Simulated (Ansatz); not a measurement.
# Si2W: energy and pressure over a range of volumes, part 2 of 2

How stiff is Si2W, and at what volume does the pressure vanish? The cell is scaled evenly, atoms carried along, and solved with LAPW, PAW and all-electron datasets made for the crystal.

Ansatz 0.2.0; DFT PBE; a database cell (COD). «Crystal datasets» are all-electron PAW datasets made for this crystal. Earlier steps stand in the parts before.

## Step 8: Volume × 1.02, LAPW

input.yaml

```yaml
crystal:
  lattice:
    - [-1.6166360716, 1.6166360716, 3.9660934757]
    - [1.6166360716, -1.6166360716, 3.9660934757]
    - [1.6166360716, 1.6166360716, -3.9660934757]
  atoms:
    - { symbol: Si, position: [0.333, 0.333, 0.0] }
    - { symbol: Si, position: [0.667, 0.667, 0.0] }
    - { symbol: W, position: [0.0, 0.0, 0.0] }
kpoints:
  mp_grid: { grid: [11, 11, 14] }
  band_path:
    path:
      - [0.0, 0.0, 0.0]
      - [0.0, 0.0, 0.5]
      - [0.25, 0.25, 0.25]
      - [0.0, 0.5, 0.0]
      - [0.0, 0.0, 0.0]
      - [0.5, 0.5, -0.5]
      - [0.2915373367, 0.7084626633, -0.2915373367]
      - [-0.2915373367, 0.2915373367, 0.2915373367]
      - [0.0, 0.0, 0.0]
    npoints: 5
scf:
  occupations: { method: fermi_dirac, width: 0.05 }
hamiltonian:
  xc: pbe
  pseudopotentials: { kind: all_electron, lapw: { basis_error: 0.001 } }
output:
  forces: true
  stress: true
  eigenvalues: true
```

Started as:

```sh
ansatz run input.yaml --threads 1 --pin off --max-ram 6144MiB --backend cpu --events-out ev --progress --plain --runs-dir out
```

The log of the run, shortened:

```text
Warning: crystal.symmetry: narrowed to the stabiliser of the k-point mesh — unitary ops 16 → 4; excluded 12 operations that carry a point of the 11×11×14 mesh (shift [0, 0, 0]) off the mesh (the run samples exactly the mesh kpoints.mp_grid names, as under crystal.symmetry.detect: false, [...]
LAPW: plane waves up to 7.808 Å⁻¹, error target 1.0e-3 eV per atom; small_component_spin mean_spin; Si in spheres of 1.154 Å, 12 of its electrons in bands, Dirac shells []; W in spheres of 1.487 Å, 38 of its electrons in bands, Dirac shells []
[...]
Pseudopotentials: kind: all_electron
Pseudopotential: Si, LAPW, valence charge 12, Koelling and Harmon's equation, gaussian nucleus
Pseudopotential: W, LAPW, valence charge 38, Koelling and Harmon's equation, gaussian nucleus
Functional definition: PBE
[...]
Crystal: 3 atoms, lattice volume = 41.462 Å³
Basis set: ecut = 232.2684902555972 eV, 329 PW (Γ), FFT grids on a1+a3, a2+a3, a3, exchange–correlation at level 2
[...]
Symmetry: 4 space group operations
k-points: 468 of 1694
[...]
SCF iter   1: F=—  HF=-454987.939650 eV  |F-HF|=—  |Δ(HF+E_count)|=         —  Δρ=2.53e-2  dr2=1.77e-1  ethr=2.85e-4  ⟨swp⟩=2.8  Hψ=116494  notcnv=0
[...]
the basis was enlarged: its passes take 398.5 KiB over the memory plan, 1 of 1 planned eigensolver slots
[...]
SCF iter   9: F=-454987.766285 eV  HF=-454987.766285 eV  |F-HF|=1.98e-8  |Δ(HF+E_count)|=   2.76e-8  Δρ=1.23e-5  dr2=6.31e-8  ethr=1.30e-9  ⟨swp⟩=2.1  Hψ=50530  notcnv=0
[...]
NSCF: frozen V_eff on 41 k-points
SCF converged after 9 iterations
Free energy (F): -454987.766285 eV
[...]
E sigma→0 (E₀):  -454987.765132 eV
Entropy (-TS):   -0.002306 eV (-0.769 meV/atom)
Fermi energy:    19.996566 eV
[...]
--- Forces (eV/Å), atoms counted from 1 ---
  atom   1  Si    -0.00048340    -0.00048340     0.25538619
  atom   2  Si     0.00048340     0.00048340    -0.25538619
  atom   3  W     -0.00000000    -0.00000000     0.00000000
[...]
--- Stress (GPa, compression-positive) ---
       -1.671141       0.048483       0.002701
        0.048483      -1.671141       0.002701
        0.002701       0.002701      -4.642888
  P = ⅓ Tr σ = -2.6617 GPa (-26.617 kbar)
--- Band table (eV; the first three rows and the last of 468) ---
[...]
```

It took 2.3 min on 1 thread of Intel Xeon Platinum 8375C at 2.90GHz (Ice Lake), shared host; peak memory 1.5 GiB.

This run gives: pressure -2.66 GPa; no gap; largest force 0.255 eV/Å.

## Step 9: Volume × 1.02, PAW

input.yaml

```yaml
crystal:
  lattice:
    - [-1.6166360716, 1.6166360716, 3.9660934757]
    - [1.6166360716, -1.6166360716, 3.9660934757]
    - [1.6166360716, 1.6166360716, -3.9660934757]
  atoms:
    - { symbol: Si, position: [0.333, 0.333, 0.0] }
    - { symbol: Si, position: [0.667, 0.667, 0.0] }
    - { symbol: W, position: [0.0, 0.0, 0.0] }
kpoints:
  mp_grid: { grid: [11, 11, 14] }
scf:
  occupations: { method: fermi_dirac, width: 0.05 }
hamiltonian:
  xc: pbe
  pseudopotentials: { kind: paw }
output:
  forces: true
  stress: true
  eigenvalues: true
  efg: { contact_densities: true }
  write_density: true
  write_potential: true
  elf: true
  volumetric_format: npy
```

Started as:

```sh
ansatz run input.yaml --threads 1 --pin off --max-ram 6144MiB --backend cpu --events-out ev --progress --plain --runs-dir out
```

The log of the run, shortened:

```text
Warning: crystal.symmetry: narrowed to the stabiliser of the k-point mesh — unitary ops 16 → 4; excluded 12 operations that carry a point of the 11×11×14 mesh (shift [0, 0, 0]) off the mesh (the run samples exactly the mesh kpoints.mp_grid names, as under crystal.symmetry.detect: false, [...]
W: output.efg is read without spin–orbit coupling, which moves field gradients at and beside such atoms by some per cent and up to a factor of two; PAW files take it under magnetization.noncollinear and magnetization.spin_orbit
[...]
[... 4 set-up lines as earlier in the session ...]
[...]
Crystal: 3 atoms, lattice volume = 41.462 Å³
Basis set: ecut = 420 eV, 849 PW (Γ), exchange–correlation on 64×64×64 points (8 copies of the dense FFT grid, shifted against one another)
[...]
  atom   2  Si     0.00048402     0.00048402    -0.25382640
  atom   3  W     -0.00000000    -0.00000000     0.00000000
[...]
--- Stress (GPa, compression-positive) ---
       -1.677870       0.048483       0.002692
        0.048483      -1.677870       0.002692
        0.002692       0.002692      -4.632673
  P = ⅓ Tr σ = -2.6628 GPa (-26.628 kbar)
--- PAW observables at the nuclei: V_zz in 10²¹ V/m², potentials from the cell's mean, atoms counted from 1 ---
  atom   1  Si V_zz =    -0.847030   η = 0.0189   by run symmetry: allowed
            electrostatic potential = -1369.827071 V   contact ρ = 12810.357379 e/Å³
  atom   2  Si V_zz =    -0.847030   η = 0.0189   by run symmetry: allowed
            electrostatic potential = -1369.827071 V   contact ρ = 12810.357379 e/Å³
  atom   3  W  V_zz =   -14.301179   η = 0.0004   by run symmetry: allowed
            electrostatic potential = -14812.407716 V   contact ρ = 8821958.410497 e/Å³
--- Band table (eV; the first three rows and the last of 468) ---
  k-point 0: bands = ["-57.5610", "-21.8522", "-21.8150", "-21.8149", "2.3937", "9.6109", "12.4218", "13.1021", "13.4977", "13.4981", "16.9463", "18.8488", "19.2420", "19.4242", "19.4244"]
[...]
```

Run time: 19 s. Hardware: 1 thread of Intel Xeon Platinum 8375C at 2.90GHz (Ice Lake), shared host; peak memory 0.61 GiB.

This run gives: pressure -2.66 GPa; no gap; largest force 0.254 eV/Å; Vzz Si1 -0.8, W3 -14.3 (10²¹ V/m²).

## Step 10: Volume × 1.02, crystal datasets

input.yaml: that of step 9 with these lines changed.

```diff
@@ -15,3 +15,3 @@
   xc: pbe
-  pseudopotentials: { kind: paw }
+  pseudopotentials: { kind: all_electron, datasets: crystal }
 output:
@@ -21,5 +21 @@
   efg: { contact_densities: true }
-  write_density: true
-  write_potential: true
-  elf: true
-  volumetric_format: npy
```

Started as:

```sh
ansatz run input.yaml --threads 1 --pin off --max-ram 6144MiB --backend cpu --events-out ev --progress --plain --runs-dir out
```

The log of the run, shortened:

```text
Warning: crystal.symmetry: narrowed to the stabiliser of the k-point mesh — unitary ops 16 → 4; excluded 12 operations that carry a point of the 11×11×14 mesh (shift [0, 0, 0]) off the mesh (the run samples exactly the mesh kpoints.mp_grid names, as under crystal.symmetry.detect: false, [...]
W: output.efg is read without spin–orbit coupling, which moves field gradients at and beside such atoms by some per cent and up to a factor of two; PAW files take it under magnetization.noncollinear and magnetization.spin_orbit
[...]
[... 4 set-up lines as earlier in the session ...]
[...]
Crystal: 3 atoms, lattice volume = 41.462 Å³
[...]
  atom   2  Si     0.00048330     0.00048330    -0.25511233
  atom   3  W      0.00000000     0.00000000     0.00000000
[...]
--- Stress (GPa, compression-positive) ---
       -1.670417       0.048502       0.002715
        0.048502      -1.670417       0.002715
        0.002715       0.002715      -4.643979
  P = ⅓ Tr σ = -2.6616 GPa (-26.616 kbar)
  It holds what live shells' own plane waves past their cutoff add
--- PAW observables at the nuclei: V_zz in 10²¹ V/m², potentials from the cell's mean, atoms counted from 1 ---
  atom   1  Si V_zz =    -0.831335   η = 0.0192   by run symmetry: allowed
            electrostatic potential = -1369.710296 V   contact ρ = 12819.335791 e/Å³
  atom   2  Si V_zz =    -0.831335   η = 0.0192   by run symmetry: allowed
            electrostatic potential = -1369.710296 V   contact ρ = 12819.335791 e/Å³
  atom   3  W  V_zz =   -14.064065   η = 0.0004   by run symmetry: allowed
            electrostatic potential = -14812.328246 V   contact ρ = 8817622.066034 e/Å³
--- Band table (eV; the first three rows and the last of 468) ---
  k-point 0: bands = ["6.0840", "13.3021", "16.1138", "16.7956", "17.1886", "17.1889", "20.6380", "22.5388", "22.9366"]
[...]
```

Wall time 42 s (1 thread of Intel Xeon Platinum 8375C at 2.90GHz (Ice Lake), shared host); peak memory 1.1 GiB.

Read from it: pressure -2.66 GPa; no gap; largest force 0.255 eV/Å; Vzz Si1 -0.8, W3 -14.1 (10²¹ V/m²).

## Step 11: Volume × 1.06, LAPW

input.yaml

```yaml
crystal:
  lattice:
    - [-1.6374981928, 1.6374981928, 4.0172745203]
    - [1.6374981928, -1.6374981928, 4.0172745203]
    - [1.6374981928, 1.6374981928, -4.0172745203]
  atoms:
    - { symbol: Si, position: [0.333, 0.333, 0.0] }
    - { symbol: Si, position: [0.667, 0.667, 0.0] }
    - { symbol: W, position: [0.0, 0.0, 0.0] }
kpoints:
  mp_grid: { grid: [11, 11, 14] }
  band_path:
    path:
      - [0.0, 0.0, 0.0]
      - [0.0, 0.0, 0.5]
      - [0.25, 0.25, 0.25]
      - [0.0, 0.5, 0.0]
      - [0.0, 0.0, 0.0]
      - [0.5, 0.5, -0.5]
      - [0.2915373367, 0.7084626633, -0.2915373367]
      - [-0.2915373367, 0.2915373367, 0.2915373367]
      - [0.0, 0.0, 0.0]
    npoints: 5
scf:
  occupations: { method: fermi_dirac, width: 0.05 }
hamiltonian:
  xc: pbe
  pseudopotentials: { kind: all_electron, lapw: { basis_error: 0.001 } }
output:
  forces: true
  stress: true
  eigenvalues: true
```

Started as:

```sh
ansatz run input.yaml --threads 1 --pin off --max-ram 6144MiB --backend cpu --events-out ev --progress --plain --runs-dir out
```

The log of the run, shortened:

```text
Warning: crystal.symmetry: narrowed to the stabiliser of the k-point mesh — unitary ops 16 → 4; excluded 12 operations that carry a point of the 11×11×14 mesh (shift [0, 0, 0]) off the mesh (the run samples exactly the mesh kpoints.mp_grid names, as under crystal.symmetry.detect: false, [...]
LAPW: plane waves up to 7.673 Å⁻¹, error target 1.0e-3 eV per atom; small_component_spin mean_spin; Si in spheres of 1.167 Å, 12 of its electrons in bands, Dirac shells []; W in spheres of 1.508 Å, 38 of its electrons in bands, Dirac shells []
[...]
[... 4 set-up lines as earlier in the session ...]
[...]
Crystal: 3 atoms, lattice volume = 43.088 Å³
Basis set: ecut = 224.31229970973132 eV, 325 PW (Γ), FFT grids on a1+a3, a2+a3, a3, exchange–correlation at level 2
[...]
k-points: 468 of 1694
[...]
SCF iter   1: F=—  HF=-454987.876746 eV  |F-HF|=—  |Δ(HF+E_count)|=         —  Δρ=2.43e-2  dr2=1.65e-1  ethr=2.66e-4  ⟨swp⟩=2.8  Hψ=116652  notcnv=0
[...]
the basis was enlarged: its passes take 399.4 KiB over the memory plan, 1 of 1 planned eigensolver slots
[...]
SCF iter   9: F=-454987.700545 eV  HF=-454987.700545 eV  |F-HF|=1.97e-8  |Δ(HF+E_count)|=   4.43e-8  Δρ=1.29e-5  dr2=7.35e-8  ethr=1.67e-9  ⟨swp⟩=2.0  Hψ=50602  notcnv=0
[...]
NSCF: frozen V_eff on 41 k-points
SCF converged after 9 iterations
Free energy (F): -454987.700545 eV
[...]
E sigma→0 (E₀):  -454987.699249 eV
Entropy (-TS):   -0.002593 eV (-0.864 meV/atom)
Fermi energy:    19.131157 eV
[...]
--- Forces (eV/Å), atoms counted from 1 ---
  atom   1  Si    -0.00007379    -0.00007379     0.32635171
  atom   2  Si     0.00007379     0.00007379    -0.32635171
  atom   3  W     -0.00000000    -0.00000000     0.00000000
[...]
--- Stress (GPa, compression-positive) ---
       -8.797058       0.047403      -0.002319
        0.047403      -8.797058      -0.002319
       -0.002319      -0.002319     -12.457515
  P = ⅓ Tr σ = -10.0172 GPa (-100.172 kbar)
--- Band table (eV; the first three rows and the last of 468) ---
[...]
```

It took 2 min on 1 thread of Intel Xeon Platinum 8375C at 2.90GHz (Ice Lake), shared host; peak memory 1.5 GiB.

Result: pressure -10.02 GPa; no gap; largest force 0.326 eV/Å.

## Step 12: Volume × 1.06, PAW

input.yaml

```yaml
crystal:
  lattice:
    - [-1.6374981928, 1.6374981928, 4.0172745203]
    - [1.6374981928, -1.6374981928, 4.0172745203]
    - [1.6374981928, 1.6374981928, -4.0172745203]
  atoms:
    - { symbol: Si, position: [0.333, 0.333, 0.0] }
    - { symbol: Si, position: [0.667, 0.667, 0.0] }
    - { symbol: W, position: [0.0, 0.0, 0.0] }
kpoints:
  mp_grid: { grid: [11, 11, 14] }
scf:
  occupations: { method: fermi_dirac, width: 0.05 }
hamiltonian:
  xc: pbe
  pseudopotentials: { kind: paw }
output:
  forces: true
  stress: true
  eigenvalues: true
  efg: { contact_densities: true }
```

Started as:

```sh
ansatz run input.yaml --threads 1 --pin off --max-ram 6144MiB --backend cpu --events-out ev --progress --plain --runs-dir out
```

The log of the run, shortened:

```text
Warning: crystal.symmetry: narrowed to the stabiliser of the k-point mesh — unitary ops 16 → 4; excluded 12 operations that carry a point of the 11×11×14 mesh (shift [0, 0, 0]) off the mesh (the run samples exactly the mesh kpoints.mp_grid names, as under crystal.symmetry.detect: false, [...]
W: output.efg is read without spin–orbit coupling, which moves field gradients at and beside such atoms by some per cent and up to a factor of two; PAW files take it under magnetization.noncollinear and magnetization.spin_orbit
[...]
[... 4 set-up lines as earlier in the session ...]
[...]
Crystal: 3 atoms, lattice volume = 43.088 Å³
Basis set: ecut = 420 eV, 849 PW (Γ), FFT grids on a1+a3, a2+a3, a3, exchange–correlation on 48×48×64 points (8 copies of the dense FFT grid, shifted against one another)
[...]
  atom   2  Si     0.00007482     0.00007482    -0.32541261
  atom   3  W     -0.00000000    -0.00000000     0.00000000
[...]
--- Stress (GPa, compression-positive) ---
       -8.825958       0.047464      -0.002315
        0.047464      -8.825958      -0.002315
       -0.002315      -0.002315     -12.477282
  P = ⅓ Tr σ = -10.0431 GPa (-100.431 kbar)
--- PAW observables at the nuclei: V_zz in 10²¹ V/m², potentials from the cell's mean, atoms counted from 1 ---
  atom   1  Si V_zz =    -0.784049   η = 0.0240   by run symmetry: allowed
            electrostatic potential = -1368.857137 V   contact ρ = 12810.788219 e/Å³
  atom   2  Si V_zz =    -0.784049   η = 0.0240   by run symmetry: allowed
            electrostatic potential = -1368.857137 V   contact ρ = 12810.788219 e/Å³
  atom   3  W  V_zz =   -13.389737   η = 0.0016   by run symmetry: allowed
            electrostatic potential = -14811.380943 V   contact ρ = 8821951.807303 e/Å³
--- Band table (eV; the first three rows and the last of 468) ---
  k-point 0: bands = ["-58.3573", "-22.6153", "-22.5942", "-22.5941", "2.0011", "9.1439", "11.6705", "12.5659", "12.8907", "12.8911", "16.1984", "17.9089", "18.6090", "18.6093", "18.6624"]
[...]
```

Wall time 13 s (1 thread of Intel Xeon Platinum 8375C at 2.90GHz (Ice Lake), shared host); peak memory 0.6 GiB.

In short: pressure -10.04 GPa; no gap; largest force 0.325 eV/Å; Vzz Si1 -0.8, W3 -13.4 (10²¹ V/m²).

## Step 13: Volume × 1.06, crystal datasets

input.yaml: that of step 12 with these lines changed.

```diff
@@ -15,3 +15,3 @@
   xc: pbe
-  pseudopotentials: { kind: paw }
+  pseudopotentials: { kind: all_electron, datasets: crystal }
 output:
```

Started as:

```sh
ansatz run input.yaml --threads 1 --pin off --max-ram 6144MiB --backend cpu --events-out ev --progress --plain --runs-dir out
```

The log of the run, shortened:

```text
Warning: crystal.symmetry: narrowed to the stabiliser of the k-point mesh — unitary ops 16 → 4; excluded 12 operations that carry a point of the 11×11×14 mesh (shift [0, 0, 0]) off the mesh (the run samples exactly the mesh kpoints.mp_grid names, as under crystal.symmetry.detect: false, [...]
W: output.efg is read without spin–orbit coupling, which moves field gradients at and beside such atoms by some per cent and up to a factor of two; PAW files take it under magnetization.noncollinear and magnetization.spin_orbit
[...]
[... 1 set-up line as earlier in the session ...]
Pseudopotential: Si, paw, valence charge 4, recommended cutoff 300 eV (normal), Koelling and Harmon's equation, gaussian nucleus
Pseudopotential: W, paw, valence charge 28, recommended cutoff 300 eV (normal), Koelling and Harmon's equation, gaussian nucleus
[... 1 set-up line as earlier in the session ...]
[...]
Crystal: 3 atoms, lattice volume = 43.088 Å³
[...]
  atom   2  Si     0.00007343     0.00007343    -0.32609412
  atom   3  W      0.00000000     0.00000000     0.00000000
[...]
--- Stress (GPa, compression-positive) ---
       -8.795329       0.047401      -0.002315
        0.047401      -8.795329      -0.002315
       -0.002315      -0.002315     -12.456993
  P = ⅓ Tr σ = -10.0159 GPa (-100.159 kbar)
  It holds what live shells' own plane waves past their cutoff add
--- PAW observables at the nuclei: V_zz in 10²¹ V/m², potentials from the cell's mean, atoms counted from 1 ---
  atom   1  Si V_zz =    -0.769644   η = 0.0244   by run symmetry: allowed
            electrostatic potential = -1368.784600 V   contact ρ = 12819.763900 e/Å³
  atom   2  Si V_zz =    -0.769644   η = 0.0244   by run symmetry: allowed
            electrostatic potential = -1368.784600 V   contact ρ = 12819.763900 e/Å³
  atom   3  W  V_zz =   -13.178484   η = 0.0016   by run symmetry: allowed
            electrostatic potential = -14811.357699 V   contact ρ = 8817615.587482 e/Å³
--- Band table (eV; the first three rows and the last of 468) ---
  k-point 0: bands = ["5.5529", "12.6965", "15.2242", "16.1206", "16.4433", "16.4438", "19.7522", "21.4611", "22.1624"]
[...]
```

It took 47 s on 1 thread of Intel Xeon Platinum 8375C at 2.90GHz (Ice Lake), shared host; peak memory 1.1 GiB.

This run gives: pressure -10.02 GPa; no gap; largest force 0.326 eV/Å; Vzz Si1 -0.8, W3 -13.2 (10²¹ V/m²).

## Step 14: The equation of state

| method | volume (Å³/atom) | F above the lowest (meV/atom) | pressure (GPa) | largest force (eV/Å) | Vzz Si1 (10²¹ V/m²) | Vzz W3 (10²¹ V/m²) |
| --- | --- | --- | --- | --- | --- | --- |
| LAPW | 13.008 | 21.3 | 11.82 | 0.129 | – | – |
| LAPW | 13.414 | 1.5 | 4.00 | 0.195 | – | – |
| LAPW | 13.821 | 0.0 | -2.66 | 0.255 | – | – |
| LAPW | 14.363 | 21.9 | -10.02 | 0.326 | – | – |
| PAW | 13.008 | 21.4 | 11.88 | 0.126 | -0.97 | -15.87 |
| PAW | 13.414 | 1.5 | 4.02 | 0.193 | -0.90 | -15.05 |
| PAW | 13.821 | 0.0 | -2.66 | 0.254 | -0.85 | -14.30 |
| PAW | 14.363 | 21.9 | -10.04 | 0.325 | -0.78 | -13.39 |
| crystal datasets | 13.008 | – | 11.82 | 0.128 | -0.96 | -15.60 |
| crystal datasets | 13.414 | – | 4.00 | 0.195 | -0.89 | -14.80 |
| crystal datasets | 13.821 | – | -2.66 | 0.255 | -0.83 | -14.06 |
| crystal datasets | 14.363 | – | -10.02 | 0.326 | -0.77 | -13.18 |

## Step 15: Results

What follows sums up all 2 parts.

```
                                  quantity           value
                 equilibrium volume (LAPW)  13.650 Å³/atom
                       bulk modulus (LAPW)         220 GPa
            its pressure derivative (LAPW)             4.4
                  equilibrium volume (PAW)  13.651 Å³/atom
                        bulk modulus (PAW)         221 GPa
             its pressure derivative (PAW)             4.4
     equilibrium volume (crystal datasets)  13.650 Å³/atom
           bulk modulus (crystal datasets)         220 GPa
its pressure derivative (crystal datasets)             4.4
```

**Reading.** By LAPW, the pressure vanishes at 13.65 Å³/atom (+0.7 % from the starting cell) and the bulk modulus there is 220 GPa (Birch-Murnaghan, third order). Shape and positions are held, so a fully relaxed modulus can be lower. PAW's volume lies less than 0.01 % and its modulus +0.4 % from LAPW's. No thermal or zero-point expansion is included. Spin-orbit coupling is left out, though the cell holds W; in elements this heavy it can shift bands and gaps by tenths of an eV. The k mesh doesn't keep the crystal's whole symmetry, which leaves small spurious terms.
